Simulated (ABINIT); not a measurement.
# Ge (Fd-3m) in ABINIT: settings compared, part 2 of 2

ABINIT 10.8.3 (patched build). Earlier steps stand in the parts before.

**4. Single point, PBEsol**

File run.abi:

```
# Pseudopotentials
pp_dirpath "./"
pseudos "Ge.GGA_PBE-JTH.xml"

# Structure
acell 7.5601949712 7.5601949712 7.5601949712
rprim
     0.0000000000     0.7071067812     0.7071067812
     0.7071067812     0.0000000000     0.7071067812
     0.7071067812     0.7071067812     0.0000000000
ntypat 1
znucl 32
natom 2
typat 1 1
xred
     0.7500000000     0.7500000000     0.7500000000
     0.5000000000     0.5000000000     0.5000000000

# Plane-wave basis
ecut 20.0
pawecutdg 40.0

# k points
kptopt 1
ngkpt 6 6 6
nshiftk 1
shiftk 0.0 0.0 0.0

# Exchange and correlation
ixc -116133

# Bands and occupations
nband 18
occopt 3
tsmear 0.00183747

# SCF cycle
nstep 100
tolvrs 1.0e-9

# Output
iomode 3
prtwf 0
prtden 0
prteig 0
prtebands 0
```

Potentials or basis: JTH PAW PBE v2.0.

Run with:

```console
$ abinit run.abi > log 2>&1
```

run.abo:

```text
.Version 10.8.3 of ABINIT
 Symmetries : space group Fd -3 m (#227); Bravais cF (face-center cubic)
================================================================================
 Values of the parameters that define the memory need of the present run
     intxc =       0    ionmov =       0      iscf =      17    lmnmax =      18
     lnmax =       6     mgfft =      32  mpssoang =       3    mqgrid =    3001
     natom =       2  nloc_mem =       2    nspden =       1   nspinor =       1
    nsppol =       1      nsym =      48    n1xccc =       1    ntypat =       1
    occopt =       3   xclevel =       2
       mpw =        1315          nfft =       32768          nkpt =          16
 PAW method is used; the additional fine FFT grid is defined by:
   mgfftf=        45    nfftf =     91125
================================================================================
================================================================================

--------------------------------------------------------------------------------
------------- Echo of variables that govern the present computation ------------
--------------------------------------------------------------------------------
 -outvars: echo values of preprocessed input variables --------
            acell      7.5601949712E+00  7.5601949712E+00  7.5601949712E+00 Bohr
              amu      7.26100000E+01
             ecut      2.00000000E+01 Hartree
              ixc     -116133
         kptrlatt        6    0    0      0    6    0      0    0    6
          kptrlen      4.53611698E+01
            natom           2
            nband          18
            ngfft          32      32      32
          ngfftdg          45      45      45
             nkpt          16
            nstep         100
             nsym          48
           ntypat           1
           occopt           3
        pawecutdg      4.00000000E+01 Hartree
         pawxcdev           0
           prtden           0
        prtebands           0
           prteig           0
            prtwf           0
            rprim      0.0000000000E+00  7.0710678120E-01  7.0710678120E-01
                       7.0710678120E-01  0.0000000000E+00  7.0710678120E-01
                       7.0710678120E-01  7.0710678120E-01  0.0000000000E+00
          spgroup         227
           tolvrs      1.00000000E-09
           tsmear      1.83747000E-03 Hartree
            typat      1  1
[... 143 lines left out ...]
 Eigenvalues (hartree) for nkpt=  16  k points:
 kpt#   1, nband= 18, wtk=  0.00463, kpt=  0.0000  0.0000  0.0000 (reduced coord)
  -0.65836   -0.65836   -0.65836   -0.65701   -0.65701   -0.64917   -0.64917   -0.64917
  -0.64869   -0.64869   -0.21954    0.25047    0.25147    0.25147    0.25147    0.34443
   0.34443    0.34443
      occupation numbers for kpt#   1
   2.00000    2.00000    2.00000    2.00000    2.00000    2.00000    2.00000    2.00000
   2.00000    2.00000    2.00000    1.42618    1.18134    1.18134    1.18134    0.00000
   0.00000    0.00000
 prteigrs : prtvol=0 or 1, do not print more k-points.

--- !EnergyTerms
iteration_state     : {dtset: 1, }
comment             : Components of total free energy in Hartree
kinetic             :  1.31061047674627E+01
hartree             :  4.44537845200217E+01
xc                  : -4.60307653180099E+00
Ewald energy        : -9.87503790980594E+01
psp_core            :  3.71373064266344E+00
local_psp           : -1.44291158575776E+02
PAW spherical_terms : -4.74129079930234E+00
internal            : -1.91112285074791E+02
'-kT*entropy'       : -7.20826684634339E-05
total_energy        : -1.91112357157459E+02
total_energy_eV     : -5.20043216699150E+03
...

--- !EnergyTermsDC
iteration_state     : {dtset: 1, }
comment             : '"Double-counting" decomposition of free energy'
band_energy         : -1.27222637449650E+01
Ewald energy        : -9.87503790980594E+01
psp_core            :  3.71373064266344E+00
xc_dc               : -4.32328277629527E+01
PAW spherical_terms : -4.01205422095060E+01
internal            : -1.91112282172820E+02
'-kT*entropy'       : -7.20826684634339E-05
total_energy_dc     : -1.91112354255488E+02
total_energy_dc_eV  : -5.20043208802484E+03
...

--- !EnergyTermsWithPAWCore
iteration_state     : {dtset: 1, }
comment             : 'Components of total free energy, including PAW core contributions'
Total energy        : -4.19494876032305E+03
Total energy DC     : -4.19494875742108E+03
Total energy (eV)   : -1.14150370999250E+05
Total energy DC (eV): -1.14150370920283E+05
...

 Cartesian components of stress tensor (hartree/bohr^3)
  sigma(1 1)= -1.29411354E-06  sigma(3 2)=  0.00000000E+00
  sigma(2 2)= -1.29411354E-06  sigma(3 1)=  0.00000000E+00
  sigma(3 3)= -1.29411354E-06  sigma(2 1)=  0.00000000E+00

-Cartesian components of stress tensor (GPa)         [Pressure=  3.8074E-02 GPa]
- sigma(1 1)= -3.80741348E-02  sigma(3 2)=  0.00000000E+00
- sigma(2 2)= -3.80741348E-02  sigma(3 1)=  0.00000000E+00
- sigma(3 3)= -3.80741348E-02  sigma(2 1)=  0.00000000E+00

== END DATASET(S) ==============================================================
================================================================================

 -outvars: echo values of variables after computation  --------
            acell      7.5601949712E+00  7.5601949712E+00  7.5601949712E+00 Bohr
           etotal     -1.9111235426E+02
            fcart     -7.8701165439E-31 -4.7220699264E-30  2.3610349632E-30
                       7.8701165439E-31  4.7220699264E-30 -2.3610349632E-30
            rprim      0.0000000000E+00  7.0710678120E-01  7.0710678120E-01
                       7.0710678120E-01  0.0000000000E+00  7.0710678120E-01
                       7.0710678120E-01  7.0710678120E-01  0.0000000000E+00
           strten     -1.2941135383E-06 -1.2941135383E-06 -1.2941135383E-06
                       0.0000000000E+00  0.0000000000E+00  0.0000000000E+00
           xangst      4.2433649972E+00  4.2433649972E+00  4.2433649972E+00
                       2.8289099981E+00  2.8289099981E+00  2.8289099981E+00
             xred      7.5000000000E-01  7.5000000000E-01  7.5000000000E-01
                       5.0000000000E-01  5.0000000000E-01  5.0000000000E-01
 Calculation completed.
```

It took 19 s on 1 thread of Arm Neoverse V1, shared host; peak memory 0.11 GiB.

Results:

```
Free energy                                           : -5200.4321 eV
Band gap on the k mesh                                : none (metal or under the smearing width)
Valence electrons inside the program's atomic spheres : Ge 12.39, 12.38 (radii [1.2196] Å)
```

Levels at points of the mesh, in eV from the Fermi level:
| k point | band 11 | band 12 | band 13 | band 14 | band 15 | band 16 | band 17 | band 18 |
| --- | --- | --- | --- | --- | --- | --- | --- | --- |
| (0.00, 0.00, 0.00) | -12.84 | -0.05 | -0.02 | -0.02 | -0.02 | 2.51 | 2.51 | 2.51 |
| (0.50, 0.00, 0.00) | -10.73 | -7.66 | -1.44 | -1.44 | 0.10 | 3.70 | 3.70 | 6.94 |
| (0.50, 0.50, 0.00) | -8.94 | -8.94 | -3.12 | -3.12 | 0.65 | 0.65 | 9.46 | 9.46 |

Caveat: the cutoff is too short for stress, so the log's stress isn't used; the PAW data sets were made with another functional, which shifts forces and pressure a little; this crystal is a semiconductor, whose small gap the functional closes, so the metal is an error of the method.

**5. Summary**

```csv
level,potentials or basis,k mesh,cutoff (eV),fine-grid cutoff,gap on the mesh (eV)
r2SCAN,JTH PAW PBE v2.0,5 × 5 × 5,653,1251.72 eV,0.40
LDA,JTH PAW LDA v2.0,10 × 10 × 10,544,1088.46 eV,none
PBEsol,JTH PAW PBE v2.0,6 × 6 × 6,544,1088.46 eV,none
```

Alike in all rows: task single point; no spin polarisation; cell as given; smearing fermi-dirac 0.05 eV.

Caveats: the PAW data sets were made with another functional, which shifts forces and pressure a little (some runs); this crystal is a semiconductor, whose small gap the functional closes, so the metal is an error of the method (some runs); totals of a meta-GGA on PAW files have another zero than those of a GGA (some runs); an odd mesh through Γ misses points on the zone boundary, where band edges often lie (some runs).

Total energies depend on the potentials used, so only differences within one code and one set of settings carry meaning.

**6. Comparison with measurements**

Step 2. The gap isn't set beside the measured one, since this odd mesh misses points on the zone boundary.

Step 3. A measured gap of Ge is 0.807 eV (direct; 300 K; “Electronic and optical properties of SixGe1-x-ySny alloys lattice-matched to Ge”, 2021, arxiv:2109.02782); the calculated 0.00 eV misses it by -0.81 eV. 3 values of this kind are on record (0.666 to 0.807 eV); this one was drawn at random among those near their median. Spin-orbit coupling on Ge is left out. The value is that of LDA on a finite k mesh, which can miss the band edges, without temperature or zero-point motion. Semilocal functionals fall short of measured gaps as a rule.

Step 4. A measured gap of Ge is 0.807 eV (direct; 300 K; “Electronic and optical properties of SixGe1-x-ySny alloys lattice-matched to Ge”, 2021, arxiv:2109.02782); the calculated 0.00 eV misses it by -0.81 eV. 3 values of this kind are on record (0.666 to 0.807 eV); this one was drawn at random among those near their median. Spin-orbit coupling on Ge is left out. The value is that of PBEsol on a finite k mesh, which can miss the band edges, without temperature or zero-point motion. Semilocal functionals fall short of measured gaps as a rule.
